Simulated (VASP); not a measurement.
# Pb (P6/mmm) in VASP: further runs

Runs on Pb. Level: r2SCAN. Tasks: single point.

Program: VASP 6.6.1. These are calculated values, not measurements. Logs are shortened: lines on timing, memory, paths and dates and some standing lists are left out, and cuts for length are marked.

### Step 1. The crystal as given

Symmetry: P6/mmm, No. 191, hexagonal system. Conventional cell: a = 3.391 Å, b = 3.391 Å, c = 3.169 Å, α = 90.00°, β = 90.00°, γ = 120.00°. Around Pb (site symmetry 6/mmm) lie 8 Pb at 3.17 to 3.39 Å.

The cell was built by a generator and needn't be a form met in nature.

### Step 2. Single point, r2SCAN

Contents of POSCAR:

```
Pb
1.0
    3.3913488344      0.0000000000      0.0000000000
   -1.6956744172      2.9369942437      0.0000000000
    0.0000000000      0.0000000000      3.1687915671
Pb
1
Direct
    0.0000000000      0.0000000000      0.0000000000
```

Contents of INCAR.step1:

```
SYSTEM = Pb
PREC = Accurate ; ENCUT = 520
ISMEAR = 0 ; SIGMA = 0.1
LREAL = .False. ; LASPH = .True.
NELM = 100 ; NBANDS = 13
GGA = PE ; ALGO = Normal
EDIFF = 1E-4 ; LWAVE = .True.
LCHARG = .False.
```

Contents of INCAR.step2:

```
SYSTEM = Pb
PREC = Accurate ; ENCUT = 520
EDIFF = 1E-6 ; ISMEAR = 0
SIGMA = 0.1 ; LREAL = .False.
LASPH = .True. ; NELM = 100
ALGO = Normal ; ISIF = 2
LWAVE = .False. ; LCHARG = .False.
METAGGA = R2SCAN ; LMIXTAU = .True.
NBANDS = 13 ; ISTART = 1
```

Contents of KPOINTS:

```
regular mesh
0
Gamma
  6 6 6
  0 0 0
```

Potentials or basis: VASP PAW PBE potentials, release 64 (Pb_d).

Run with:

```sh
> cat potpaw_PBE.64/Pb_d/POTCAR > POTCAR
> cp INCAR.step1 INCAR
> mpirun -np 1 vasp_std > vasp.out
> cp INCAR.step2 INCAR
> mpirun -np 1 vasp_std > vasp.out
```

OUTCAR:

```text
SYSTEM = Pb
   PREC = Accurate
   ENCUT = 520
   EDIFF = 1E-6
   ISMEAR = 0
   LREAL = .False.
   LASPH = .True.
   NELM = 100
   ISIF = 2
   METAGGA = R2SCAN
   ISTART = 1

 ion  position               nearest neighbor table
   1  0.000  0.000  0.000-

  LATTYP: Found a hexagonal cell.
 ALAT       =     3.3913488344
 C/A-ratio  =     0.9343750000

  Lattice vectors:

 A1 = (   3.3913488344,   0.0000000000,   0.0000000000)
 A2 = (  -1.6956744172,   2.9369942437,   0.0000000000)
 A3 = (   0.0000000000,   0.0000000000,   3.1687915671)

Analysis of symmetry for initial positions (statically):
=====================================================================
 Subroutine PRICEL returns:
 Original cell was already a primitive cell.

 Routine SETGRP: Setting up the symmetry group for a
 hexagonal supercell.

 Subroutine GETGRP returns: Found 24 space group operations
 (whereof 24 operations were pure point group operations)
 out of a pool of 24 trial point group operations.

The static configuration has the point symmetry D_6h.

Analysis of symmetry for dynamics (positions and initial velocities):
=====================================================================
 Subroutine PRICEL returns:
 Original cell was already a primitive cell.

 Routine SETGRP: Setting up the symmetry group for a
 hexagonal supercell.

 Subroutine GETGRP returns: Found 24 space group operations
 (whereof 24 operations were pure point group operations)
 out of a pool of 24 trial point group operations.

The dynamic configuration has the point symmetry D_6h.

 Subroutine INISYM returns: Found 24 space group operations
 (whereof 24 operations are pure point group operations),
 and found     1 'primitive' translations

----------------------------------------------------------------------------------------

                                     Primitive cell

  volume of cell :      31.5623

  direct lattice vectors                    reciprocal lattice vectors
     3.391348834  0.000000000  0.000000000     0.294867927  0.170242077  0.000000000
    -1.695674417  2.936994244  0.000000000     0.000000000  0.340484154  0.000000000
     0.000000000  0.000000000  3.168791567     0.000000000  0.000000000  0.315577714

  length of vectors
     3.391348834  3.391348834  3.168791567     0.340484154  0.340484154  0.315577714

  position of ions in fractional coordinates (direct lattice)
     0.000000000  0.000000000  0.000000000

  ion indices of the primitive-cell ions
   primitive index   ion index
                 1           1

----------------------------------------------------------------------------------------

 KPOINTS: regular mesh

Automatic generation of k-mesh.
 Grid dimensions read from file:
 generate k-points for:    6    6    6

 Generating k-lattice:

  Cartesian coordinates                     Fractional coordinates (reciprocal lattice)
     0.049144654  0.028373679  0.000000000     0.166666667  0.000000000  0.000000000
     0.000000000  0.056747359  0.000000000     0.000000000  0.166666667  0.000000000
     0.000000000  0.000000000  0.052596286     0.000000000  0.000000000  0.166666667

  Length of vectors
     0.056747359  0.056747359  0.052596286

  Shift w.r.t. Gamma in fractional coordinates (k-lattice)
     0.000000000  0.000000000  0.000000000

 Subroutine IBZKPT returns following result:
 ===========================================

 Found     28 irreducible k-points:

 Following reciprocal coordinates:
            Coordinates               Weight
  0.000000  0.000000  0.000000      1.000000
  0.166667 -0.000000  0.000000      6.000000
  0.333333 -0.000000  0.000000      6.000000
  0.500000 -0.000000  0.000000      3.000000
  0.166667  0.166667  0.000000      6.000000
  0.333333  0.166667  0.000000     12.000000
[... 16 lines left out ...]
  0.166667 -0.000000  0.500000      6.000000
  0.333333 -0.000000  0.500000      6.000000
 [... further k-points ...]
   k-points           NKPTS =     28   k-points in BZ     NKDIM =     28   number of bands    NBANDS=     13
   number of dos      NEDOS =    301   number of ions     NIONS =      1
   total plane-waves  NPLWV =  18816
   dimension x,y,z NGX =    28 NGY =   28 NGZ =   24
   dimension x,y,z NGXF=    56 NGYF=   56 NGZF=   48
   ions per type =               1
   NGX,Y,Z   is equivalent  to a cutoff of  13.73, 13.73, 12.59 a.u.
   NGXF,Y,Z  is equivalent  to a cutoff of  27.45, 27.45, 25.18 a.u.
 SYSTEM =  Pb
   PREC   = accura    normal or accurate (medium, high low for compatibility)
   ISTART =      1    job   : 0-new  1-cont  2-samecut
   ICHARG =      0    charge: 1-file 2-atom 10-const
   ISPIN  =      1    spin polarized calculation?
   LNONCOLLINEAR =      F non collinear calculations
   LSORBIT =      F    spin-orbit coupling
   LASPH  =      T    aspherical Exc in radial PAW
   ENCUT  =  520.0 eV  38.22 Ry    6.18 a.u.   6.31  6.31  5.89*2*pi/ulx,y,z
   NELM   =    100;   NELMIN=  2; NELMDL=  0     # of ELM steps
   EDIFF  = 0.1E-05   stopping-criterion for ELM
   LREAL  =      F    real-space projection
   EDIFFG = 0.1E-04   stopping-criterion for IOM
   NSW    =      0    number of steps for IOM
   IBRION =     -1    ionic relax: 0-MD 1-quasi-New 2-CG
   NFREE  =      0    steps in history (QN), initial steepest desc. (CG)
   ISIF   =      2    stress and relaxation
   ISYM   =      2    0-nonsym 1-usesym 2-fastsym
   POTIM  = 0.5000    time-step for ionic-motion
   TEBEG  =    0.0;   TEEND  =   0.0 temperature during run
   PSTRESS=    0.0 pullay stress
   NELECT =      14.0000    total number of electrons
   NUPDOWN=      -1.0000    fix difference up-down
   EMIN   =  10.00;   EMAX   =-10.00  energy-range for DOS
   EFERMI =   0.00;   METHOD = LEGACY
   ISMEAR =     0;   SIGMA  =   0.10  broadening in eV -4-tet -1-fermi 0-gaus
   EFERMI_NEDOS =   21; number of points for ismear=-14 and -15
   IALGO  =     38    algorithm
   IMIX   =      4    mixing-type and parameters
     AMIX     =   0.40;   BMIX     =  1.00
     AMIX_MAG =   1.60;   BMIX_MAG =  1.00
  volume/ion in A,a.u.               =      31.56       212.99
  Fermi-wavevector in a.u.,A,eV,Ry     =   1.248517  2.359355 21.208687  1.558794
  Thomas-Fermi vector in A             =   2.382600
   LORBIT       =      0    0 simple, 1 ext, 2 COOP (PROOUT), +10 PAW based schemes
   METAGGA = R2SCAN    functional components
   LHFCALC =     F    Hartree Fock is set to
   AEXX    =    0.0000 exact exchange contribution
   IVDW    =     0    specifies the selected vdW correction
   LEPSILON=     F    determine dielectric tensor
   LRPA    =     F    only Hartree local field effects (RPA)
 non-spin polarized calculation
 Gauss-broadening in eV      SIGMA  =   0.10
  energy-cutoff  :      520.00
  volume of cell :       31.56
 maximum number of plane-waves:       872
 NGX is ok and might be reduce to    28

 number of electron      14.0000002 magnetization

 Free energy of the ion-electron system (eV)
  ---------------------------------------------------
  ext. energy  EPLUGINS =         0.00000000
  ---------------------------------------------------
  free energy    TOTEN  =       -56.23049900 eV

  energy without entropy =      -56.22524897  energy(sigma->0) =      -56.22787398

 E-fermi :   6.6947     XC(G=0): -10.6451

 val. band max:        6.6918926821   @ k =   0.3333   0.3333   0.5000
 cond. band min:       7.1367257411   @ k =   0.1667   0.1667   0.1667
 fundamental gap:      0.4448330590
 Fermi energy:         6.6947341684

 k-point     1 :       0.0000    0.0000    0.0000
  band No.  band energies     occupation
      1     -11.3576      2.00000
      2     -10.9956      2.00000
      3     -10.9956      2.00000
      4     -10.6822      2.00000
      5     -10.6822      2.00000
      6      -5.4629      2.00000
      7      11.9997      0.00000
      8      13.3686      0.00000
      9      13.3686      0.00000
     10      16.1460      0.00000
     11      17.3419      0.00000
     12      17.7788      0.00000
     13      19.4108      0.00000

 k-point     2 :       0.1667   -0.0000    0.0000
  band No.  band energies     occupation
      1     -11.3188      2.00000
      2     -11.0120      2.00000
      3     -10.9110      2.00000
      4     -10.7187      2.00000
      5     -10.6909      2.00000
      6      -4.9415      2.00000
      7       9.5843      0.00000
      8      12.1620      0.00000
      9      12.5965      0.00000
     10      15.6907      0.00000
     11      16.5667      0.00000
     12      20.5136      0.00000
     13      21.2656      0.00000

 k-point     3 :       0.3333   -0.0000    0.0000
  band No.  band energies     occupation
      1     -11.2721      2.00000
      2     -11.0245      2.00000
      3     -10.7906      2.00000
      4     -10.7370      2.00000
      5     -10.7081      2.00000
      6      -3.4391      2.00000
      7       4.9371      2.00000
      8      10.5446      0.00000
      9      14.1539      0.00000
     10      14.5512      0.00000
     11      17.4911      0.00000
     12      22.5737      0.00000
     13      23.2413      0.00000
[... 305 lines left out ...]
 k-point    23 :       0.1667   -0.0000    0.5000
  band No.  band energies     occupation
      1     -10.9923      2.00000
      2     -10.9368      2.00000
      3     -10.8924      2.00000
      4     -10.8855      2.00000
      5     -10.7461      2.00000
      6      -2.2034      2.00000
      7       2.7186      2.00000
      8      12.3343      0.00000
      9      14.8911      0.00000
     10      16.3254      0.00000
     11      18.4554      0.00000
     12      18.9348      0.00000
     13      20.2451      0.00000

 k-point    24 :       0.3333   -0.0000    0.5000
  band No.  band energies     occupation
      1     -11.0579      2.00000
      2     -11.0462      2.00000
      3     -10.9170      2.00000
      4     -10.7176      2.00000
      5     -10.5746      2.00000
      6      -0.7480      2.00000
      7       4.0723      2.00000
      8       7.4214      0.00000
      9      12.6623      0.00000
     10      13.0978      0.00000
     11      17.3341      0.00000
     12      17.7024      0.00000
     13      19.3037      0.00000

 [... further k-points ...]

------------------------ aborting loop because EDIFF is reached ----------------------------------------

  FORCE on cell =-STRESS in cart. coord.  units (eV):
  Direction    XX          YY          ZZ          XY          YZ          ZX
  --------------------------------------------------------------------------------------
  -------------------------------------------------------------------------------------
  Total       -0.4258398     -0.4258398      1.1656488      0.0000000     -0.0000000      0.0000000
  in kB      -21.6166090    -21.6166090     59.1710209      0.0000000     -0.0000000      0.0000000
  external PRESSURE =       5.3126010 kB  Pullay stress =       0.0000000 kB

 VOLUME and BASIS-vectors are now :
 -----------------------------------------------------------------------------
  energy-cutoff  :      520.00
  volume of cell :       31.56
      direct lattice vectors                 reciprocal lattice vectors
     3.391348834  0.000000000  0.000000000     0.294867927  0.170242077  0.000000000
    -1.695674417  2.936994244  0.000000000     0.000000000  0.340484154  0.000000000
     0.000000000  0.000000000  3.168791567     0.000000000  0.000000000  0.315577714

 POSITION                                       TOTAL-FORCE (eV/Angst)
 -----------------------------------------------------------------------------------
      0.00000      0.00000      0.00000        -0.000000      0.000000      0.000000
 -----------------------------------------------------------------------------------
    total drift:                               -0.000000     -0.000000      0.000000

  FREE ENERGIE OF THE ION-ELECTRON SYSTEM (eV)
  ---------------------------------------------------
  free  energy   TOTEN  =       -56.2304989960 eV

  energy  without entropy=      -56.2252489671  energy(sigma->0) =      -56.22787398
```

Run time: 22 s. Hardware: 1 thread of Intel Xeon Platinum 8488C (Sapphire Rapids), shared host; peak memory 0.15 GiB.

Results:

```
Free energy            : -56.2305 eV
Pressure               : 0.5 GPa
Band gap on the k mesh : none (metal or under the smearing width)
```

Caveat: the PAW data sets were made with another functional, which shifts forces and pressure a little.

### Step 3. Single point, r2SCAN

This run uses another cell than the first one, of 32.04 Å³/atom, 1.015 times its volume.

Contents of POSCAR:

```
Pb
1.0
    3.3883684070      0.0000000000      0.0000000000
   -1.6941842035      2.9344131178      0.0000000000
    0.0000000000      0.0000000000      3.2223300487
Pb
1
Direct
    0.0000000000      0.0000000000      0.0000000000
```

Contents of INCAR.step1:

```
SYSTEM = Pb
PREC     = Accurate       ! precision mode
ENCUT    = 520            ! plane-wave cutoff, eV
ISMEAR   = 0              ! smearing method
SIGMA    = 0.1            ! smearing width, eV
LREAL    = .FALSE.        ! projectors in reciprocal space
LASPH    = .TRUE.         ! aspherical terms in the spheres
NELM     = 100            ! most SCF steps
NBANDS   = 13             ! bands
GGA      = PE             ! functional
ALGO     = Normal         ! electronic algorithm
EDIFF    = 1E-4           ! SCF threshold, eV
LWAVE    = .TRUE.         ! write WAVECAR
LCHARG   = .FALSE.        ! write CHGCAR
```

Contents of INCAR.step2:

```
SYSTEM = Pb
PREC     = Accurate       ! precision mode
ENCUT    = 520            ! plane-wave cutoff, eV
EDIFF    = 1E-6           ! SCF threshold, eV
ISMEAR   = 0              ! smearing method
SIGMA    = 0.1            ! smearing width, eV
LREAL    = .FALSE.        ! projectors in reciprocal space
LASPH    = .TRUE.         ! aspherical terms in the spheres
NELM     = 100            ! most SCF steps
ALGO     = Normal         ! electronic algorithm
ISIF     = 2              ! what is computed and relaxed
LWAVE    = .FALSE.        ! write WAVECAR
LCHARG   = .FALSE.        ! write CHGCAR
METAGGA  = R2SCAN         ! meta-GGA
LMIXTAU  = .TRUE.       
NBANDS   = 13             ! bands
ISTART   = 1
```

Contents of KPOINTS:

```
Automatic mesh
0
G
  18 18 18
  0 0 0
```

Potentials or basis: VASP PAW PBE potentials, release 64 (Pb_d).

Run with:

```sh
> cat potpaw_PBE.64/Pb_d/POTCAR > POTCAR
> cp INCAR.step1 INCAR
> mpirun -np 1 vasp_std > vasp.out
> cp INCAR.step2 INCAR
> mpirun -np 1 vasp_std > vasp.out
```

Wall time 3.5 min (1 thread of Intel Xeon Platinum 8488C (Sapphire Rapids), shared host); peak memory 0.26 GiB.

Results (log left out):

| Item | Value |
| --- | --- |
| Free energy | -56.2211 eV |
| Pressure | 0.0 GPa |
| Band gap on the k mesh | none (metal or under the smearing width) |

Levels at points of the mesh, in eV from the Fermi level:
| k point | band 5 | band 6 | band 7 | band 8 | band 9 | band 10 |
| --- | --- | --- | --- | --- | --- | --- |
| (0.00, 0.00, 0.00) | -17.26 | -11.94 | 5.02 | 6.92 | 6.92 | 9.11 |
| (0.50, 0.00, 0.00) | -17.23 | -8.50 | -4.09 | 3.43 | 7.70 | 8.37 |
| (0.00, 0.00, 0.50) | -17.41 | -9.39 | -4.29 | 9.56 | 9.56 | 12.45 |
| (0.50, 0.00, 0.50) | -17.08 | -5.96 | -1.96 | -1.34 | 4.24 | 5.72 |

Caveat: the PAW data sets were made with another functional, which shifts forces and pressure a little. The run has no spin-orbit coupling, so splittings on Pb are missing.

### Step 4. Single point, r2SCAN

This run uses another cell than the first one: it holds 2 atoms, not 1.

Contents of POSCAR:

```
Pb
1.0
    3.0386068135     -1.7503199600      0.0000000000
    3.0386068135      1.7503199600      0.0000000000
   -2.1154626375      0.0000000000      6.0952248674
Pb
2
Direct
    0.0914915900      0.0914915900      0.2737078000
    0.9085084100      0.9085084100      0.7262922000
```

Contents of INCAR.step1:

```
PREC = Accurate
ENCUT = 520
ISMEAR = 0
SIGMA = 0.1
LREAL = False
LASPH = True
NELM = 100
NBANDS = 21
GGA = PE
ALGO = Normal
EDIFF = 1E-4
LWAVE = True
LCHARG = False
```

Contents of INCAR.step2:

```
PREC = Accurate
ENCUT = 520
EDIFF = 1E-7
ISMEAR = 0
SIGMA = 0.1
LREAL = False
LASPH = True
NELM = 100
ALGO = Normal
ISIF = 2
LWAVE = False
LCHARG = False
METAGGA = R2SCAN
LMIXTAU = True
NBANDS = 21
ISTART = 1
```

Contents of KPOINTS:

```
Automatic mesh
0
Gamma
  6 6 4
```

Run with:

```sh
> cat potpaw_PBE.64/Pb_d/POTCAR > POTCAR
> cp INCAR.step1 INCAR
> mpirun -np 1 vasp_std > vasp.out
> cp INCAR.step2 INCAR
> mpirun -np 1 vasp_std > vasp.out
```

Run time: 2.3 min. Hardware: 1 thread of Intel Xeon Platinum 8375C at 2.90GHz (Ice Lake), shared host; peak memory 0.22 GiB.

Results (log left out):

```yaml
Free_energy: -112.3908 eV
Pressure: 0.1 GPa
Largest_force: 0.136 eV/Å
Band_gap_on_the_k_mesh: none (metal or under the smearing width)
```

Forces in eV/Å, atoms in the order of the input:
```
Pb   0.011  0.000 -0.135
Pb  -0.011  0.000  0.135
```

Stress tensor (GPa, compression positive):
```
-0.95  0.00 -0.08
 0.00 -0.64  0.00
-0.08  0.00  1.95
```

Levels at points of the mesh, in eV from the Fermi level:
```tsv
k point	band 10	band 11	band 12	band 13	band 14	band 15	band 16	band 17	band 18	band 19
(0.00, 0.00, 0.00)	-17.46	-12.03	-8.77	-4.16	6.50	6.66	6.70	6.77	6.90	9.77
(0.50, 0.00, 0.00)	-17.34	-8.62	-6.91	-3.67	-2.66	0.31	3.13	3.70	4.21	6.67
(0.50, 0.50, 0.00)	-17.39	-7.97	-7.94	-3.38	-2.95	2.02	2.46	2.94	5.54	6.79
(0.00, 0.00, 0.50)	-17.40	-11.40	-10.33	-0.26	0.73	5.81	5.84	7.86	8.02	9.67
(0.50, 0.00, 0.50)	-17.39	-7.98	-7.88	-3.32	-2.95	1.82	2.41	2.90	5.48	6.75
(0.50, 0.50, 0.50)	-17.35	-8.70	-6.85	-3.69	-2.55	0.09	3.17	3.62	4.26	6.73
```

Caveat: the PAW data sets were made with another functional, which shifts forces and pressure a little.

### Step 5. Summary

| cell | k mesh | gap on the mesh (eV) | pressure (GPa) |
| --- | --- | --- | --- |
| P6/mmm, 31.56 Å³/atom | 6 × 6 × 6 | none | 0.5 |
| P6/mmm, 32.04 Å³/atom | 18 × 18 × 18 | none | 0.0 |
| C2/m, 32.42 Å³/atom | 6 × 6 × 4 | none | 0.1 |

Alike in all rows: task single point; level r2SCAN; potentials or basis VASP PAW PBE potentials, release 64 (Pb_d); no spin polarisation; cutoff (eV) 520; smearing gaussian 0.1 eV.

Every run on the cell as given and a fine mesh finds a metal.

Caveats: the PAW data sets were made with another functional, which shifts forces and pressure a little.

Total energies depend on the potentials used, so only differences within one code and one set of settings carry meaning.
